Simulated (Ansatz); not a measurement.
## NaH in Ansatz: the effect of functional

Crystal: NaH.

```
Na H
1.0
     0.00000    2.45616    2.45616
     2.45616    0.00000    2.45616
     2.45616    2.45616    0.00000
Na H
1 1
Direct
  0.00000 0.00000 0.00000
  0.50000 0.50000 0.50000
```

The cell isn't the ideal one: volume scaled by 1.02.

Alike in all runs:

| Quantity | Value |
| --- | --- |
| Program | Ansatz 0.2.0 |
| Task | single point |
| Potentials or basis | Ansatz PAW |
| k mesh | 9 × 9 × 9 |
| Occupations | fermi-dirac, width 0.05 eV |
| Spin | no spin polarisation |

Task: One run gave: gap on the mesh 3.79 eV; pressure -1.6 GPa. Which functional did it use?
A. r2SCAN
B. LDA
C. PBEsol

Result: C.

```tsv
functional	cutoff	gap on the mesh (eV)	pressure (GPa)
LDA	420 eV (not typed: the program's choice for these potentials)	3.64	-2.9
PBEsol	420 eV (not typed: the program's choice for these potentials)	3.79	-1.6
r2SCAN	500 eV (not typed: the program's choice for these potentials)	4.56	-1.5
```

Caveats: odd divisions of the mesh miss points on the zone boundary, where band edges often lie, so the gap on the mesh can be too wide; the PAW data sets come from PBE, with cores solved anew for the run's functional, which leaves a small shift of forces and pressure.

A k mesh can miss the band edges.

Runs at the PBE level aren't shown here.
